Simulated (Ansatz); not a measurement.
## Phonons of HgS

Computed with Ansatz (plane waves, PAW, 420 eV cutoff): PBEsol, scalar-relativistic, no spin polarisation, Gaussian smearing of 0.15 eV; PAW files: Ansatz's generated set soft_2.

```xyz
2
Lattice="0.0000 2.9379 2.9379 2.9379 0.0000 2.9379 2.9379 2.9379 0.0000" Properties=species:S:1:pos:R:3 pbc="T T T"
Hg    0.0000    0.0000    0.0000
S     4.4069    4.4069    4.4069
```

The chain of runs began from a cell as deposited in COD, expanded in volume.

Force constants come from finite displacements in a 2×2×2 supercell (the unit cell's 10×10×10 k-mesh, folded to it); the long-range dipole term is not included. Points in reciprocal vectors of this cell: Γ = (0.000, 0.000, 0.000), X = (-0.500, -0.500, 0.000), U = (-0.375, -0.375, 0.250), K = (-0.375, 0.000, 0.375), L = (0.000, 0.000, 0.500), W = (-0.500, -0.250, 0.250).

Frequencies at the named points (cm⁻¹, imaginary ones negative):
```tsv
point	ω (cm⁻¹)
Γ	0 0 0 170 170 170
X	24 24 99 257 257 271
U	24 53 89 246 264 269
K	24 53 89 246 264 269
L	24 24 90 218 218 285
W	33 59 84 257 261 267
```

(1) Is the structure dynamically stable along this path, and where does the spectrum end?

(2) What does the harmonic approximation give for the vibrational free energy, entropy and heat capacity?

Answers:

(1) Yes: no branch is imaginary beyond numerical noise. The highest frequency is 285 cm⁻¹, at L. Points that don't fit the supercell are interpolated. The lowest branch at X is only 24 cm⁻¹, so the structure is close to an instability there.

(2) Zero-point energy 26.9 meV/atom.
| T (K) | F_vib (meV/atom) | S (J/K per mole of atoms) | C_V (J/K per mole of atoms) |
| --- | --- | --- | --- |
| 100 | 15.8 | 20.9 | 16.9 |
| 200 | -13.5 | 34.6 | 22.1 |
| 300 | -54.4 | 43.9 | 23.6 |
| 400 | -103.6 | 50.8 | 24.1 |
| 500 | -159.1 | 56.2 | 24.4 |
| 600 | -219.7 | 60.6 | 24.6 |
| 700 | -284.6 | 64.4 | 24.7 |
| 800 | -353.1 | 67.7 | 24.7 |
| 900 | -424.9 | 70.7 | 24.8 |
| 1000 | -499.5 | 73.3 | 24.8 |

The highest mode, 285 cm⁻¹, is worth 410 K. At 300 K the heat capacity has reached 94 % of the classical limit 3R = 24.9 J/K per mole of atoms: a mode at k_BT already holds 92 % of its classical share, and one at 1.5 k_BT 83 %.

The crystal is a metal or nearly so; low and unstable modes depend on mesh and smearing.

Cost: 56 s on 4 threads of Arm Neoverse V2 (shared host), peak memory 1.9 GiB.

These numbers lack spin–orbit coupling.
